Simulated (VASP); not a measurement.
## BP: zone-centre modes, functional by functional

How much do the zone-centre frequencies of BP depend on the functional? The starting structure is a measured crystal structure from the Crystallography Open Database.

Main program and level: VASP 6.6.1; Kohn-Sham DFT with plane waves and PAW; LDA, PBEsol, PBE, PBEsol + D3(BJ), r2SCAN, r2SCAN + rVV10 and HSE06.

## (1) Set-up

Symmetry: F-43m, No. 216, cubic system. The conventional cell has a = 4.538 Å, b = 4.538 Å, c = 4.538 Å, α = 90.00°, β = 90.00°, γ = 90.00°. Nearest to P lie 4 B at 1.97 Å. B has 4 P at 1.97 Å nearest. Farther neighbours are not listed.

## (2) Modes with LDA

LDA, the lowest rung, knows the local density alone. The cell comes from a relaxation at this level, not shown (22.63 Å³).

Contents of INCAR:

```
SYSTEM = BP
PREC = Accurate
ENCUT = 450
EDIFF = 1E-08
NELM = 100
ISMEAR = 0
SIGMA = 0.03
LREAL = .FALSE.
ALGO = Normal
GGA = CA
NBANDS = 10
LORBIT = 11
LWAVE = .FALSE.
LCHARG = .FALSE.
KPAR = 4
IBRION = 8
LEPSILON = .TRUE.
ISIF = 2
```

Contents of POSCAR:

```
BP
1.0
    0.0000000000      2.2449390464      2.2449390464
    2.2449390464      0.0000000000      2.2449390464
    2.2449390464      2.2449390464      0.0000000000
P B
1 1
Direct
    0.7500000000      0.7500000000      0.7500000000
    0.0000000000      0.0000000000      0.0000000000
```

Contents of KPOINTS:

```
Automatic mesh
0
Gamma
12 12 12
0 0 0
```

PAW data sets: P and B (LDA family, release 64).

On the command line:

```sh
$ mpirun -np 4 vasp_std
```

Output:

```text
[banner, memory and clock lines left out]
running    4 mpi-ranks, on    1 nodes
 distrk:  each k-point on    1 cores,    4 groups
 distr:  one band on    1 cores,    1 groups

 POSCAR found type information on POSCAR P B
 POSCAR found :  2 types and       2 ions
 LDA part: xc-table for (Slater(with rela. corr.)+CA(PZ))
 , standard interpolation
 POSCAR, INCAR and KPOINTS ok, starting setup
 FFT: planning ... GRIDC
 FFT: planning ... GRID_SOFT
 FFT: planning ... GRID
 WAVECAR not read
 entering main loop
       N       E                     dE             d eps       ncg     rms          rms(c)
DAV:   1     0.505969978898E+01    0.50597E+01   -0.37438E+03  1440   0.645E+02
DAV:   2    -0.148265809871E+02   -0.19886E+02   -0.18880E+02  2084   0.105E+02
DAV:   3    -0.152981801748E+02   -0.47160E+00   -0.47063E+00  1750   0.146E+01
DAV:   4    -0.153000294729E+02   -0.18493E-02   -0.18491E-02  1812   0.103E+00
DAV:   5    -0.153000371356E+02   -0.76628E-05   -0.76632E-05  1700   0.618E-02    0.769E+00
DAV:   6    -0.145350009224E+02    0.76504E+00   -0.17795E+00  1580   0.624E+00    0.407E+00
DAV:   7    -0.144121712408E+02    0.12283E+00   -0.29441E-01  1854   0.290E+00    0.130E+00
DAV:   8    -0.143991142569E+02    0.13057E-01   -0.35110E-02  1716   0.104E+00    0.246E-01
DAV:   9    -0.143991431206E+02   -0.28864E-04   -0.73407E-04  1634   0.204E-01    0.162E-01
DAV:  10    -0.143991390827E+02    0.40378E-05   -0.14115E-04  1614   0.709E-02    0.346E-02
DAV:  11    -0.143991409683E+02   -0.18856E-05   -0.58338E-06  1840   0.134E-02    0.375E-02
DAV:  12    -0.143991406566E+02    0.31174E-06   -0.18848E-06  1662   0.621E-03    0.857E-03
DAV:  13    -0.143991406637E+02   -0.71467E-08   -0.63650E-08  1738   0.167E-03
   1 F= -.14399141E+02 E0= -.14399141E+02  d E =-.462148E-21
 Linear response reoptimize wavefunctions to high precision
DAV:   1    -0.143991406604E+02    0.33679E-08   -0.12575E-08  1628   0.521E-04
DAV:   2    -0.143991406604E+02   -0.48203E-10   -0.24758E-10   842   0.128E-04
 Linear response G [H, r] |phi>, progress :
  Direction:   1
       N       E                     dE             d eps       ncg     rms
RMM:   1    -0.441752031985E+02   -0.44175E+02   -0.93008E+01  3627   0.439E+01
RMM:   2    -0.330357445124E+02    0.11139E+02   -0.27757E+00  2342   0.110E+01
RMM:   3    -0.330114543590E+02    0.24290E-01   -0.37061E-02  2469   0.115E+00
RMM:   4    -0.330111230407E+02    0.33132E-03   -0.24105E-03  2546   0.141E-01
RMM:   5    -0.330109368082E+02    0.18623E-03   -0.18025E-04  2554   0.181E-02
RMM:   6    -0.330109231700E+02    0.13638E-04   -0.34487E-05  2625   0.271E-03
RMM:   7    -0.330109201338E+02    0.30362E-05   -0.27124E-06  2530   0.482E-04
RMM:   8    -0.330109201267E+02    0.70653E-08    0.68731E-06  2184   0.157E-04
RMM:   9    -0.330109200688E+02    0.57965E-07    0.24949E-06  1813   0.120E-04
RMM:  10    -0.330109201601E+02   -0.91301E-07    0.19768E-05  1670   0.119E-04
RMM:  11    -0.330109202316E+02   -0.71547E-07   -0.68579E-06  1474   0.119E-04
RMM:  12    -0.330109201191E+02    0.11248E-06   -0.15904E-05  1260   0.119E-04
 Linear response G [H, r] |phi>, progress :
  Direction:   2
       N       E                     dE             d eps       ncg     rms
RMM:   1    -0.403129876502E+02   -0.40313E+02   -0.85084E+01  3619   0.418E+01
RMM:   2    -0.337709508845E+02    0.65420E+01   -0.17974E+00  2323   0.936E+00
RMM:   3    -0.337688828564E+02    0.20680E-02   -0.21925E-02  2456   0.949E-01
RMM:   4    -0.337689852498E+02   -0.10239E-03   -0.23621E-03  2543   0.119E-01
RMM:   5    -0.337687931477E+02    0.19210E-03   -0.17780E-04  2552   0.153E-02
RMM:   6    -0.337687791565E+02    0.13991E-04   -0.30704E-05  2621   0.228E-03
RMM:   7    -0.337687760501E+02    0.31064E-05    0.38376E-06  2522   0.375E-04
RMM:   8    -0.337687766128E+02   -0.56271E-06    0.10267E-05  2167   0.104E-04
RMM:   9    -0.337687765626E+02    0.50276E-07    0.11234E-06  1890   0.745E-05
RMM:  10    -0.337687766245E+02   -0.61909E-07    0.22508E-06  1772   0.745E-05
RMM:  11    -0.337687766329E+02   -0.84485E-08    0.60113E-07  1480   0.740E-05
RMM:  12    -0.337687766450E+02   -0.12108E-07    0.11350E-06  1227   0.747E-05
 Linear response G [H, r] |phi>, progress :
  Direction:   3
       N       E                     dE             d eps       ncg     rms
RMM:   2    -0.203033955045E+02    0.46966E+01   -0.22898E+00  2312   0.974E+00
RMM:   3    -0.202731551742E+02    0.30240E-01   -0.40994E-02  2440   0.108E+00
RMM:   4    -0.202723735710E+02    0.78160E-03   -0.37453E-04  2516   0.134E-01
RMM:   5    -0.202723724046E+02    0.11664E-05   -0.12108E-05  2527   0.182E-02
RMM:   6    -0.202723723490E+02    0.55559E-07   -0.68586E-06  2563   0.277E-03
RMM:   7    -0.202723723468E+02    0.21885E-08    0.65972E-07  2437   0.519E-04
RMM:   8    -0.202723723700E+02   -0.23189E-07   -0.12828E-06  2153   0.173E-04
RMM:   9    -0.202723725573E+02   -0.18730E-06   -0.12051E-07  1806   0.130E-04
RMM:  10    -0.202723723883E+02    0.16901E-06    0.78226E-06  1596   0.129E-04
RMM:  11    -0.202723725105E+02   -0.12216E-06   -0.46042E-05  1360   0.128E-04
RMM:  12    -0.202723725146E+02   -0.41007E-08   -0.27923E-05  1128   0.128E-04
 Linear response to external field (no local field effect), progress :
  Direction:   1
[...]
Direction:   1
       N       E                     dE             d eps       ncg     rms          rms(c)
RMM:   1    -0.521995390387E+00   -0.52200E+00   -0.23442E+00 12700   0.293E+00
RMM:   2    -0.541456226035E+00   -0.19461E-01   -0.51852E-03  9114   0.439E-01    0.121E+00
RMM:   3    -0.525879787822E+00    0.15576E-01   -0.64429E-03  9329   0.462E-01    0.677E-01
RMM:   4    -0.538145427754E+00   -0.12266E-01   -0.61160E-03  9259   0.462E-01    0.111E-01
RMM:   5    -0.542163358462E+00   -0.40179E-02   -0.14902E-04  9348   0.807E-02    0.170E-02
RMM:   6    -0.542228742444E+00   -0.65384E-04   -0.12348E-06  9703   0.984E-03    0.855E-03
RMM:   7    -0.542300191180E+00   -0.71449E-04   -0.14392E-07  9671   0.278E-03    0.346E-04
RMM:   8    -0.542307037989E+00   -0.68468E-05   -0.78357E-09 10174   0.333E-04    0.177E-04
RMM:   9    -0.542307359856E+00   -0.32187E-06   -0.37031E-09  9883   0.200E-04    0.406E-05
RMM:  10    -0.542307124265E+00    0.23559E-06   -0.81095E-09  5990   0.349E-05    0.596E-06
 change of polarisation eV/A/(eV/A) component  1 :     1.027     0.264     0.166
 dielectric tensor                  component  1 :     9.215     2.107     1.328
 Linear response to external field, progress :
  Direction:   2
       N       E                     dE             d eps       ncg     rms          rms(c)
RMM:   1    -0.522027909718E+00   -0.52203E+00   -0.23445E+00 12700   0.293E+00
RMM:   2    -0.541454888748E+00   -0.19427E-01   -0.52059E-03  9118   0.439E-01    0.121E+00
RMM:   3    -0.525879241773E+00    0.15576E-01   -0.64505E-03  9328   0.462E-01    0.677E-01
RMM:   4    -0.538144980473E+00   -0.12266E-01   -0.61194E-03  9258   0.462E-01    0.111E-01
RMM:   5    -0.542163449794E+00   -0.40185E-02   -0.14892E-04  9352   0.807E-02    0.170E-02
RMM:   6    -0.542229058788E+00   -0.65609E-04   -0.12015E-06  9708   0.984E-03    0.855E-03
RMM:   7    -0.542300435592E+00   -0.71377E-04   -0.13593E-07  9670   0.278E-03    0.346E-04
RMM:   8    -0.542307288293E+00   -0.68527E-05    0.43786E-10 10189   0.333E-04    0.177E-04
RMM:   9    -0.542307605613E+00   -0.31732E-06    0.38619E-09  9876   0.200E-04    0.407E-05
RMM:  10    -0.542307372872E+00    0.23274E-06   -0.93677E-09  5999   0.349E-05    0.612E-06
 change of polarisation eV/A/(eV/A) component  2 :     0.209     1.027     0.173
 dielectric tensor                  component  2 :     1.672     9.215     1.387
 Linear response to external field, progress :
  Direction:   3
       N       E                     dE             d eps       ncg     rms          rms(c)
RMM:   2    -0.541455240377E+00   -0.19455E-01   -0.52044E-03  9114   0.439E-01    0.121E+00
RMM:   3    -0.525879344647E+00    0.15576E-01   -0.64474E-03  9328   0.462E-01    0.677E-01
RMM:   4    -0.538145090093E+00   -0.12266E-01   -0.61168E-03  9257   0.462E-01    0.111E-01
RMM:   5    -0.542163516965E+00   -0.40184E-02   -0.14890E-04  9352   0.807E-02    0.170E-02
RMM:   6    -0.542229044335E+00   -0.65527E-04   -0.12074E-06  9704   0.984E-03    0.855E-03
RMM:   7    -0.542300444993E+00   -0.71401E-04   -0.14340E-07  9662   0.278E-03    0.346E-04
RMM:   8    -0.542307300880E+00   -0.68559E-05   -0.68330E-09 10200   0.334E-04    0.177E-04
RMM:   9    -0.542307617627E+00   -0.31675E-06   -0.34052E-09  9864   0.200E-04    0.407E-05
RMM:  10    -0.542307385427E+00    0.23220E-06   -0.72140E-09  6006   0.352E-05    0.610E-06
 change of polarisation eV/A/(eV/A) component  3 :     0.174     0.256     1.027
 dielectric tensor                  component  3 :     1.388     2.048     9.215
 Linear response DOF=           2
 Linear response progress:
  Degree of freedom:   1/  2
       N       E                     dE             d eps       ncg     rms          rms(c)
RMM:   1    -0.438089345091E-01   -0.43809E-01    0.28214E-04 12935   0.143E+00
RMM:   2    -0.410230291240E-01    0.27859E-02   -0.19585E-03  8700   0.219E-01    0.151E-01
RMM:   3    -0.409446976679E-01    0.78331E-04   -0.13165E-04  9248   0.370E-02    0.857E-02
RMM:   4    -0.412187132460E-01   -0.27402E-03   -0.74283E-05  9138   0.359E-02    0.790E-03
RMM:   5    -0.411849281490E-01    0.33785E-04   -0.13833E-05  9578   0.605E-03    0.384E-03
RMM:   6    -0.411788177609E-01    0.61104E-05   -0.15877E-06  9552   0.813E-04    0.242E-03
RMM:   7    -0.411785276036E-01    0.29016E-06   -0.12139E-07  9679   0.414E-04    0.120E-04
RMM:   8    -0.411780602697E-01    0.46733E-06   -0.12380E-07  9812   0.715E-05    0.518E-05
RMM:   9    -0.411779662644E-01    0.94005E-07    0.40915E-08 10004   0.256E-05    0.422E-06
RMM:  10    -0.411779939405E-01   -0.27676E-07   -0.10243E-07 10173   0.948E-06    0.539E-06
RMM:  11    -0.411779920927E-01    0.18478E-08   -0.20641E-07  8741   0.713E-06    0.304E-07
RMM:  12    -0.411779924021E-01   -0.30939E-09   -0.22294E-07  4922   0.588E-06    0.115E-07
RMM:  13    -0.411779932312E-01   -0.82912E-09   -0.22848E-07  3542   0.586E-06    0.126E-08
 first order change of Fermi-energy   0.13683E-03
 force on displaced ion       1 direction 1 : -19.792   0.000   0.000
 Born effective charge ion    1 direction 1 :   0.623   0.000   0.000
 Linear response progress:
  Degree of freedom:   2/  2
       N       E                     dE             d eps       ncg     rms          rms(c)
RMM:   1    -0.466346774123E-01   -0.46635E-01   -0.87970E-03 13739   0.115E+00
RMM:   2    -0.427336838465E-01    0.39010E-02   -0.70451E-04  8832   0.240E-01    0.154E-01
RMM:   3    -0.427099571102E-01    0.23727E-04   -0.98558E-05  9081   0.941E-02    0.805E-02
RMM:   4    -0.431246359140E-01   -0.41468E-03   -0.13581E-04  8885   0.887E-02    0.972E-03
RMM:   5    -0.431086652608E-01    0.15971E-04    0.41027E-06  9479   0.110E-02    0.123E-03
RMM:   6    -0.431110481642E-01   -0.23829E-05    0.41857E-07  9463   0.135E-03    0.445E-04
RMM:   7    -0.431096215031E-01    0.14267E-05    0.30313E-07  9707   0.356E-04    0.111E-04
RMM:   8    -0.431098655936E-01   -0.24409E-06    0.54318E-08  9922   0.639E-05    0.321E-05
RMM:   9    -0.431098477401E-01    0.17854E-07   -0.18497E-08 10007   0.239E-05    0.346E-06
RMM:  10    -0.431098678223E-01   -0.20082E-07    0.10779E-07 10065   0.798E-06    0.143E-06
RMM:  11    -0.431098582970E-01    0.95253E-08    0.22242E-08  8904   0.482E-06    0.205E-07
 first order change of Fermi-energy  -0.22087E-04
 force on displaced ion       2 direction 1 : -19.790   0.000   0.000
 Born effective charge ion    2 direction 1 :  -0.627   0.000   0.000
 Born effective charges drift removed
 Linear response finished
```

Run time: 2.9 min. Hardware: 4 MPI ranks of AMD EPYC 7R43, shared host; peak memory 0.84 GiB; 11 min of CPU time.

Lines that name or quote the potential files are left out of all logs, and their timing lines are given in words.

From OUTCAR (step 2):

```text
ion  position               nearest neighbor table
   1  0.750  0.750  0.750-   2 1.94   2 1.94   2 1.94   2 1.94
   2  0.000  0.000  0.000-   1 1.94   1 1.94   1 1.94   1 1.94

  LATTYP: Found a face centered cubic cell.
 ALAT       =     4.4898780928

 Subroutine GETGRP returns: Found 24 space group operations
 (whereof 24 operations were pure point group operations)

The static configuration has the point symmetry T_d .

 Found     72 irreducible k-points:

   k-points           NKPTS =     72   k-points in BZ     NKDIM =     72   number of bands    NBANDS=     10

   dimension x,y,z NGX =    24 NGY =   24 NGZ =   24
   dimension x,y,z NGXF=    48 NGYF=   48 NGZF=   48

   ENCUT  =  450.0 eV  33.07 Ry    5.75 a.u.   5.49  5.49  5.49*2*pi/ulx,y,z

   NELECT =       8.0000    total number of electrons

 k-points in reciprocal lattice and weights: Automatic mesh
   0.00000000  0.00000000  0.00000000       0.001
   0.08333333  0.00000000  0.00000000       0.005
   0.16666667  0.00000000  0.00000000       0.005
   0.25000000  0.00000000  0.00000000       0.005
   0.33333333  0.00000000  0.00000000       0.005
   0.41666667  0.00000000  0.00000000       0.005
   0.50000000  0.00000000  0.00000000       0.002
   0.08333333  0.08333333  0.00000000       0.003
   0.16666667  0.08333333  0.00000000       0.014
[...]
-0.33333333  0.50000000  0.16666667       0.007
  -0.25000000  0.50000000  0.25000000       0.003

 average (electrostatic) potential at core
       1 -81.8954       2 -29.5437

  Total       -0.0018556     -0.0018556     -0.0018556      0.0000000      0.0000000     -0.0000000
  in kB       -0.1313841     -0.1313841     -0.1313841      0.0000000      0.0000000     -0.0000000
  external PRESSURE =      -0.1313841 kB  Pullay stress =       0.0000000 kB

  energy-cutoff  :      450.00
  volume of cell :       22.63
      direct lattice vectors                 reciprocal lattice vectors
     0.000000000  2.244939046  2.244939046    -0.222723196  0.222723196  0.222723196
     2.244939046  0.000000000  2.244939046     0.222723196 -0.222723196  0.222723196
     2.244939046  2.244939046  0.000000000     0.222723196  0.222723196 -0.222723196

 POSITION                                       TOTAL-FORCE (eV/Angst)
 -----------------------------------------------------------------------------------
      3.36741      3.36741      3.36741         0.000000      0.000000     -0.000000
      0.00000      0.00000      0.00000        -0.000000     -0.000000      0.000000
 -----------------------------------------------------------------------------------
    total drift:                               -0.000000     -0.000000     -0.000000

 MACROSCOPIC STATIC DIELECTRIC TENSOR (including local field effects in DFT)
 ------------------------------------------------------
           9.215282     0.000000     0.000000
           0.000000     9.215282     0.000000
          -0.000000    -0.000000     9.215282
 ------------------------------------------------------

 PIEZOELECTRIC TENSOR (including local field effects)  for field in x, y, z        (C/m^2)
          XX          YY          ZZ          XY          YZ          ZX
  --------------------------------------------------------------------------------
  x    -0.00000     0.00000    -0.00000     0.00000    -0.16841     0.00000
  y     0.00000     0.00000     0.00000     0.00000     0.00000    -0.16841
  z    -0.00000     0.00000     0.00000    -0.16841     0.00000     0.00000

 BORN EFFECTIVE CHARGES (including local field effects) (in |e|, cummulative output)
 ---------------------------------------------------------------------------------
 ion    1
    1     0.62340    -0.00000    -0.00000
    2     0.00000     0.62340     0.00000
    3    -0.00000     0.00000     0.62340
 ion    2
    1    -0.62340     0.00000     0.00000
    2    -0.00000    -0.62340    -0.00000
    3     0.00000    -0.00000    -0.62340

 Eigenvectors and eigenvalues of the dynamical matrix
 ----------------------------------------------------

   1 f  =   24.567393 THz   154.361486 2PiTHz  819.480038 cm-1   101.602530 meV
             X         Y         Z           dx          dy          dz
      3.367409  3.367409  3.367409     0.000000    0.000000   -0.508666
      0.000000  0.000000  0.000000     0.000000    0.000000    0.860964

   2 f  =   24.567393 THz   154.361486 2PiTHz  819.480038 cm-1   101.602530 meV
             X         Y         Z           dx          dy          dz
      3.367409  3.367409  3.367409    -0.000000    0.508666    0.000000
      0.000000  0.000000  0.000000     0.000000   -0.860964    0.000000

   3 f  =   24.567393 THz   154.361486 2PiTHz  819.480038 cm-1   101.602530 meV
             X         Y         Z           dx          dy          dz
      3.367409  3.367409  3.367409     0.508666    0.000000   -0.000000
      0.000000  0.000000  0.000000    -0.860964   -0.000000   -0.000000

   4 f/i=    0.000345 THz     0.002168 2PiTHz    0.011511 cm-1     0.001427 meV
             X         Y         Z           dx          dy          dz
      3.367409  3.367409  3.367409    -0.031852    0.681651   -0.524972
      0.000000  0.000000  0.000000    -0.018819    0.402727   -0.310159

   5 f/i=    0.000345 THz     0.002168 2PiTHz    0.011511 cm-1     0.001427 meV
             X         Y         Z           dx          dy          dz
      3.367409  3.367409  3.367409     0.860341    0.020612   -0.025437
      0.000000  0.000000  0.000000     0.508298    0.012178   -0.015029

   6 f/i=    0.000345 THz     0.002168 2PiTHz    0.011511 cm-1     0.001427 meV
             X         Y         Z           dx          dy          dz
      3.367409  3.367409  3.367409    -0.007571   -0.525533   -0.681921
      0.000000  0.000000  0.000000    -0.004473   -0.310490   -0.402886

 MACROSCOPIC STATIC DIELECTRIC TENSOR IONIC CONTRIBUTION
 ------------------------------------------------------
           0.157035    -0.000000    -0.000000
          -0.000000     0.157035     0.000000
          -0.000000     0.000000     0.157035
 ------------------------------------------------------

 ELASTIC MODULI CONTR FROM IONIC RELAXATION (kBar)
 Direction    XX          YY          ZZ          XY          YZ          ZX
 --------------------------------------------------------------------------------
 XX          -0.0000     -0.0000      0.0000      0.0000     -0.0000     -0.0000
 YY          -0.0000     -0.0000     -0.0000      0.0000      0.0000     -0.0000
 ZZ           0.0000     -0.0000     -0.0000     -0.0000      0.0000     -0.0000
 XY           0.0000      0.0000     -0.0000   -217.3541      0.0000      0.0000
 YZ          -0.0000      0.0000      0.0000      0.0000   -217.3541      0.0000
 ZX          -0.0000     -0.0000     -0.0000      0.0000      0.0000   -217.3541
 --------------------------------------------------------------------------------

 PIEZOELECTRIC TENSOR IONIC CONTR  for field in x, y, z        (C/m^2)
          XX          YY          ZZ          XY          YZ          ZX
  --------------------------------------------------------------------------------
  x     0.00000    -0.00000    -0.00000    -0.00000     0.17384    -0.00000
  y     0.00000     0.00000     0.00000     0.00000     0.00000     0.17384
  z    -0.00000    -0.00000     0.00000     0.17384    -0.00000     0.00000
```

Energies printed during the response cycles are not total energies of the cell.

LDA: the zone-centre mode is T2 819.5 cm⁻¹.

(Continued in part 2 of 3.)

[Lines on the potential files, build, host, timing and source positions are cut from VASP's logs without a mark.]

[Logs are printed without paths, hosts, clocks, repeated set-up lines and the standing remarks that a program may print on its own settings, such as how far it seeks lower states.]

[Hosts, paths, dates, database ids (printed as entryN), source tags and the programs' standing remarks are cut or masked in the printed files.]
